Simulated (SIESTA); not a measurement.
Crystal: Bi.

```
CELL_PARAMETERS angstrom
3.48860 -3.13258 0.00000
3.48860 3.13258 0.00000
-1.26023 0.00000 3.11355
ATOMIC_POSITIONS crystal
Bi 0.75306 0.75306 0.85738
Bi 0.24694 0.24694 0.14262
```

This isn't the form of Bi at room conditions, which is rhombohedral.

```yaml
Program: SIESTA 5.4.2
Task: single point
Functional: PBE
Potentials_or_basis: PseudoDojo 0.4 standard (PBE files)
Basis: DZP (energy shift 0.003 Ry; two zetas on semicore shells)
Grid_cutoff: 500 Ry
Energy_shift: 0.003 Ry
k_mesh: 6 × 6 × 9
Occupations: fermi-dirac, width 0.05 eV
Spin: no spin polarisation
```

On this cell: pressure 0.6 GPa; largest force 0.008 eV/Å; band gap on the k mesh none (metal or under the smearing width).

The same run follows on a disturbed copy (atoms moved at random, drawn with an rms of 0.05 Å):

```xyz
2
Lattice="3.4886 -3.1326 0.0000 3.4886 3.1326 0.0000 -1.2602 0.0000 3.1136" Properties=species:S:1:pos:R:3 pbc="T T T"
Bi    4.1692    0.0043    2.6437
Bi    1.5625    0.0187    0.4507
```

Task: What does the disturbed cell give?

Result: The energy (extrapolated to zero smearing) moves by +0.9 meV/atom; pressure 0.5 GPa; largest force 0.079 eV/Å; band gap on the k mesh none (metal or under the smearing width).

Forces on the atoms (eV/Å):
```
Bi   0.064  0.023  0.040
Bi  -0.064 -0.023 -0.040
```

Stress tensor (GPa, compression positive):
```
 0.29 -0.02 -0.54
-0.02 -0.17 -0.02
-0.54 -0.02  1.34
```

Caveats: spin-orbit coupling is left out, which moves the levels of the heavy elements; the basis of atomic orbitals isn't converged, which shifts pressures, moduli and gaps.
